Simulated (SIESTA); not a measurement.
Ni under changes of volume

One of the cells (10.569 Å³/atom); the others are scaled copies at fixed shape and fractional positions:

```xyz
2
Lattice="2.4480 0.0000 0.0000 -1.2240 2.1201 0.0000 0.0000 0.0000 4.0728" Properties=species:S:1:pos:R:3 pbc="T T T"
Ni    1.2240    0.7067    3.0546
Ni    0.0000    1.4134    1.0182
```

This isn't the form of Ni at room conditions, which is fcc.

```yaml
Program: SIESTA 5.4.2
Functional: PBEsol
Potentials_or_basis: PseudoDojo 0.4 standard (PBEsol files)
Basis: DZP (energy shift 0.003 Ry; two zetas on semicore shells)
Grid_cutoff: 800 Ry
Energy_shift: 0.003 Ry
k_mesh: 9 × 9 × 5
Occupations: fermi-dirac, width 0.05 eV
Spin: collinear spin, ferromagnetic start
Starting_moments: "[1.0, 1.0] μB"
```

```tsv
volume (Å³/atom)	energy over the lowest point (meV/atom)	pressure (GPa)	moment (μB per cell)
9.935	14.90	11.6	1.08
10.146	4.00	5.7	1.08
10.357	0.00	0.7	1.09
10.569	2.63	-4.2	1.10
10.780	11.27	-8.2	1.11
10.992	24.82	-12.0	1.11
11.203	?	?	?
```

Q: What does the run at 11.203 Å³/atom give?

A: Energy over the lowest point 43.24 meV/atom; pressure -15.3 GPa; moment 1.12 μB per cell.

Worked out: A Birch-Murnaghan fit of order 3 (a polynomial in V^(-2/3)) to the other rows has its minimum at 10.37 Å³/atom with B0 = V·E''(V) = 239 GPa and B' = 4.3 at fixed shape and positions, which overstates the stiffness. It gives 43.19 meV/atom at 11.203 Å³/atom, against the run's 43.24, and -dE/dV = -15.6 GPa, against -15.3. A straight line through the other rows of the moment, of slope 0.0338 μB per Å³/atom, extrapolates to 1.12 μB, against the run's 1.12.

Energies are extrapolated to zero smearing.

Caveats: short orbitals over semicore shells can move pressures by several GPa; the basis of atomic orbitals isn't converged, which shifts pressures, moduli and gaps.
